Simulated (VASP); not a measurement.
Au: work function with PBE

The system is Au, a sheet with vacuum.

```xyz
1
Lattice="2.6623 0.0000 0.0000 0.0000 2.6617 0.0000 0.0000 0.0000 23.8000" Properties=species:S:1:pos:R:3 pbc="T T T"
Au    0.0000    1.3309    7.0001
```

The cell was built by a generator and needn't be a form met in nature.

| Quantity | Value |
| --- | --- |
| Program | VASP 6.6.1 |
| Task | work function |
| Functional | PBE |
| Potentials or basis | VASP PAW PBE potentials, release 64 (Au) |
| Cutoff | 520 eV |
| k mesh | 10 × 10 × 1 |
| Occupations | gaussian, width 0.05 eV |
| Spin | no spin polarisation |
| Dipole correction | yes |
| Further INCAR settings | ALGO = Normal; EDIFF = 1e-07 |

```
Band gap on the k mesh          : none (metal or under the smearing width)
Work function of the upper face : 5.81 eV
Work function of the lower face : 5.81 eV
```

Levels at points of the mesh, in eV from the Fermi level:
```csv
k point,band 3,band 4,band 5,band 6,band 7,band 8
"(0.00, 0.00, 0.00)",-2.56,-1.25,-1.25,-0.63,1.94,5.56
"(0.50, 0.00, 0.00)",-2.26,-1.75,-1.02,1.84,3.99,6.88
"(0.00, 0.50, 0.00)",-2.26,-1.75,-1.02,1.84,4.00,6.89
"(0.50, 0.50, 0.00)",-3.18,-1.37,0.66,6.75,6.75,9.43
```

Wall time 49 s on 1 thread of AMD EPYC 7R43 64-Core Processor (Zen 3) (shared host), peak memory 0.23 GiB.

The run has no spin-orbit coupling, so splittings on Au are missing.
